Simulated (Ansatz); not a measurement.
**PbSe (Clausthalite): relaxation of cell and atoms with BLYP+D4**

The system is PbSe (Clausthalite).

```
CELL_PARAMETERS angstrom
0.00000 3.06065 3.06065
3.06065 0.00000 3.06065
3.06065 3.06065 0.00000
ATOMIC_POSITIONS crystal
Pb 0.00000 0.00000 0.00000
Se 0.50000 0.50000 0.50000
```

```yaml
Program: Ansatz 0.2.0
Task: relaxation of cell and atoms
Functional: BLYP
Dispersion: D4
Potentials_or_basis: Ansatz PAW
Cutoff: "420 eV (not typed: the program's choice for these potentials)"
k_mesh: 8 × 8 × 8
Occupations: fermi-dirac, width 0.05 eV
Spin: no spin polarisation
```

```
Relaxed volume                         : 31.71 Å³/atom
Relaxed cell                           : a = 4.476 Å, b = 4.476 Å, c = 4.476 Å, α = 60.00°, β = 60.00°, γ = 60.00°
Space group after relaxing (to 0.05 Å) : Fm-3m (No. 225)
Energy gained by relaxing              : 32.8 meV/atom
Ionic steps                            : 9
Pressure after relaxing                : 0.0 GPa
Band gap on the k mesh                 : 0.67 eV
```

The path:
| step | energy change (eV) | largest force (eV/Å) | volume (Å³) |
| --- | --- | --- | --- |
| 1 | 0.0000 | 0.0000 | 57.34 |
| 2 | -0.0137 | 0.0000 | 60.28 |
| 3 | -0.0428 | 0.0000 | 62.08 |
| 4 | -0.0633 | 0.0000 | 63.78 |
| 5 | -0.0647 | 0.0000 | 63.30 |
| 6 | -0.0648 | 0.0000 | 63.43 |
| 7 | -0.0656 | 0.0000 | 63.43 |
| 8 | -0.0656 | 0.0000 | 63.41 |
| 9 | -0.0656 | 0.0000 | 63.41 |

Final structure:
```cif
data_structure
_symmetry_space_group_name_H-M 'P 1'
_symmetry_Int_Tables_number 1
_cell_length_a 4.4761
_cell_length_b 4.4761
_cell_length_c 4.4761
_cell_angle_alpha 60.000
_cell_angle_beta 60.000
_cell_angle_gamma 60.000
_cell_volume 63.41
loop_
_atom_site_label
_atom_site_type_symbol
_atom_site_fract_x
_atom_site_fract_y
_atom_site_fract_z
_atom_site_occupancy
Pb1 Pb 0.00000 0.00000 0.00000 1
Se1 Se 0.50000 0.50000 0.50000 1
```

It took 10 s on 2 threads of Arm Neoverse V1 (shared host), peak memory 0.35 GiB.

The cell as given is a measured one (28.67 Å³/atom); BLYP+D4 puts the equilibrium volume +10.6 % from it, thermal expansion not counted.

Caveat: the plane-wave basis is chosen anew once the cell has moved, so the energies of steps on either side of that aren't comparable; spin-orbit coupling is left out, which as a rule narrows the gap of such compounds by several tenths of an eV; the volume moved by +11 % from the deposited cell, more than functionals usually miss; the PAW data sets come from PBE, with cores solved anew for the run's functional, which leaves a small shift of forces and pressure.
